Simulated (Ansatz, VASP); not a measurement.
**Ca in VASP and in Ansatz**

```
Ca
1.0
     0.00000    2.76145    2.76145
     2.76145    0.00000    2.76145
     2.76145    2.76145    0.00000
Ca
1
Direct
  0.00000 0.00000 0.00000
```

Alike in both runs: functional PBE; k mesh 14 × 14 × 14; occupations gaussian, width 0.1 eV; no spin polarisation.

Ansatz relaxed the structure, and its values are those at the end. VASP's run is a single point on that final structure, the one shown.

|  | VASP | Ansatz |
| --- | --- | --- |
| version | VASP 6.6.1 | Ansatz 0.2.0 |
| potentials or method | VASP PAW PBE potentials, release 64 (Ca_sv) | scalar-relativistic, plane waves, PAW |
| plane-wave cutoff (eV) | 520 | 420 |
| valence electrons in the cell | 10 | 10 |

|  | VASP | Ansatz | Ansatz less VASP |
| --- | --- | --- | --- |
| gap on the k mesh at the Fermi level (eV) | none | none | - |
| pressure (GPa) | 0.0 | 0.0 | -0.01 |

A gap of «none» marks a metal or a gap that the smearing closes. The functional is the same, so the differences come from potentials, cutoffs and numerics.
